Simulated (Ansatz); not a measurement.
# NaH: do energies and stresses tell the same story?

Method: DFT PBE, scalar-relativistic, plane waves, PAW in Ansatz.

Settings: cutoff 420 eV, Γ-centred mesh 8×8×8 on the computed 2-atom cell, Gaussian smearing of 0.02 eV; no spin polarisation.

Relaxed cell: Fm-3m, a = 4.832 Å, b = 4.832 Å, c = 4.832 Å, α = 90.00°, β = 90.00°, γ = 90.00°, 2 atoms in the primitive cell.

Energies at zero smearing and pressures from the stress tensor, at volumes with shape and atoms relaxed:
| V (Å³/atom) | E − E(first) (meV/atom) | P (GPa) |
| --- | --- | --- |
| 12.411 | 0.00 | 3.77 |
| 12.834 | -8.38 | 2.61 |
| 13.257 | -13.93 | 1.61 |
| 13.680 | -17.00 | 0.75 |
| 14.103 | -17.97 | 0.00 |
| 14.526 | -17.07 | -0.65 |
| 14.949 | -14.59 | -1.22 |
| 15.513 | -9.14 | -1.86 |

Question: Check P = −dE/dV between neighbouring volumes, and get the bulk modulus from the pressures alone.

Answer: With 1 eV/Å³ = 160.2 GPa:
```json
{"middle V (Å³/atom)": "12.622", "−ΔE/ΔV (GPa)": "3.174", "mean P (GPa)": "3.188"}
{"middle V (Å³/atom)": "13.045", "−ΔE/ΔV (GPa)": "2.102", "mean P (GPa)": "2.110"}
{"middle V (Å³/atom)": "13.468", "−ΔE/ΔV (GPa)": "1.162", "mean P (GPa)": "1.178"}
{"middle V (Å³/atom)": "13.891", "−ΔE/ΔV (GPa)": "0.365", "mean P (GPa)": "0.372"}
{"middle V (Å³/atom)": "14.315", "−ΔE/ΔV (GPa)": "-0.341", "mean P (GPa)": "-0.327"}
{"middle V (Å³/atom)": "14.738", "−ΔE/ΔV (GPa)": "-0.938", "mean P (GPa)": "-0.934"}
{"middle V (Å³/atom)": "15.231", "−ΔE/ΔV (GPa)": "-1.547", "mean P (GPa)": "-1.537"}
```

The two differ by 0.02 GPa at most. The mean of two end pressures misses the average over a step by about ΔV² P″/12, up to 0.01 GPa here; with that taken off 0.01 GPa remains. Around V = 14.103 Å³/atom, the two neighbours give B = −V ΔP/ΔV = 14.103 × 1.40 / 0.846 = 23.3 GPa, against B0 = 23.2 GPa from the Birch–Murnaghan fit of the energies.